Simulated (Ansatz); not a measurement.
TaN: a ladder of calculations

Cell of run 1: a structure deposited in the COD.

Space group P6/mmm (No. 191); a = 5.1850, c = 2.9080 Å, γ = 120.00°.

```csv
site,Wyckoff,site symmetry,x,y,z
Ta1,1a,6/mmm,0.0000,0.0000,0.0000
Ta2,2d,-6m2,0.3333,0.6667,0.5000
N,3f,mmm,0.5000,0.0000,0.0000
```

One atom of each set is listed.

Relaxed positions (PBE, cell held):

Ta1 (0.0000, 0.0000, 0.0000)
Ta2 (0.3333, 0.6667, 0.5000)
N (0.5000, 0.0000, 0.0000)

All runs are DFT with Ansatz 0.2.0 (plane waves and PAW, scalar-relativistic unless spin–orbit coupling is named, Γ-centred meshes, Fermi–Dirac smearing where given) in this cell. Start moments of run 1 as typed (μB): 2 on each Ta, none on the rest.

Run 1: PBE, parallel start moments, atoms as given; 420 eV, 10×10×16 k-points, smearing 0.05 eV.
Run 2: r2SCAN, parallel start moments, at the relaxed atoms; 500 eV, 10×10×16 k-points, smearing 0.05 eV.
Run 3: PBE with spin–orbit coupling, parallel start moments, at the relaxed atoms; 420 eV, 10×10×16 k-points, smearing 0.05 eV.
Run 4: LDA, parallel start moments, at the relaxed atoms; 420 eV, 10×10×16 k-points, smearing 0.05 eV.
Run 5: PBEsol, parallel start moments, at the relaxed atoms; 420 eV, 10×10×16 k-points, smearing 0.05 eV.

```
run  Ta1 V_zz (η)  Ta2 V_zz (η)   N V_zz (η)
  1  -46.4 (0.00)  -38.2 (0.00)  2.93 (0.80)
  2  -47.8 (0.00)  -39.6 (0.00)  2.95 (0.86)
  3  -48.6 (0.00)  -37.9 (0.00)  2.90 (0.80)
  4  -46.0 (0.00)  -38.4 (0.00)  2.97 (0.79)
  5             ?             ?            ?
```

V_zz in 10²¹ V/m².

Q: Estimate the row of run 5.

A: Ta1: -45.7 (0.00); Ta2: -37.9 (0.00); N: 2.96 (0.78). It lies nearest to run 4, from whose tensors on these sites it differs by 0.57 at most (largest principal value of the difference, on Ta2). Taken one at a time, spin–orbit coupling moves the tensors on these sites by up to 2.19 (largest principal value of the change, on Ta1), the functional (between the two that differ most) by 2.11 (Ta1). Without a gap such differences can lie within the error of the k-mesh, so this order isn't firm.

With these PAW files V_zz is typically within 2 to 3 % of all-electron values, but misses above 10 % occur on Ta. In run 2 the program didn't check the stability of the electronic state in full, so a lower one may lie near. In runs 1, 2, 3, 4, 5 there is no gap above 0.1 eV, so the gradients can move by 10 % or more with the k-mesh. In runs 1, 2, 3, 4, 5 the start moments die out. The cell isn't the equilibrium one in runs 1, 2, 3 (calculated pressure 10, 6, 10 GPa), and the entry's cell may itself be off.
